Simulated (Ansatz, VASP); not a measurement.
**Two plane-wave programs on W**

```xyz
1
Lattice="-1.5823 1.5823 1.5823 1.5823 -1.5823 1.5823 1.5823 1.5823 -1.5823" Properties=species:S:1:pos:R:3 pbc="T T T"
W     0.0000    0.0000    0.0000
```

Alike in both runs: task relaxation of cell and atoms; functional PBE; k mesh 12 × 12 × 12; occupations fermi-dirac, width 0.05 eV; no spin polarisation.

|  | VASP | Ansatz |
| --- | --- | --- |
| version | VASP 6.6.1 | Ansatz 0.2.0 |
| potentials or method | VASP PAW PBE potentials, release 54 (W) | Ansatz PAW |
| plane-wave cutoff (eV) | 600 | 420 |
| valence electrons in the cell | 6 | 14 |

|  | VASP | Ansatz | Ansatz less VASP |
| --- | --- | --- | --- |
| gap on the k mesh at the Fermi level, each at its own relaxed structure (eV) | none | none | - |
| relaxed volume (Å³/atom) | 15.96 | 16.15 | +0.182 |
| relaxed cell length with the largest relative difference (Å) | 2.747 | 2.758 | +0.0104 |
| energy change over the relaxation (meV/atom) | -1 | -5 | -4.5 |

A gap of «none» marks a metal or a gap that the smearing closes. The two sets of potentials don't hold the same shells in valence.

Caveats: the plane-wave basis is chosen anew once the cell has moved, so the energies of steps on either side of that aren't comparable (Ansatz). Spin-orbit coupling is left out, which matters for the levels of W. Zero-point motion and thermal expansion aren't in these numbers. PBE usually gives volumes a little too large and moduli too small.
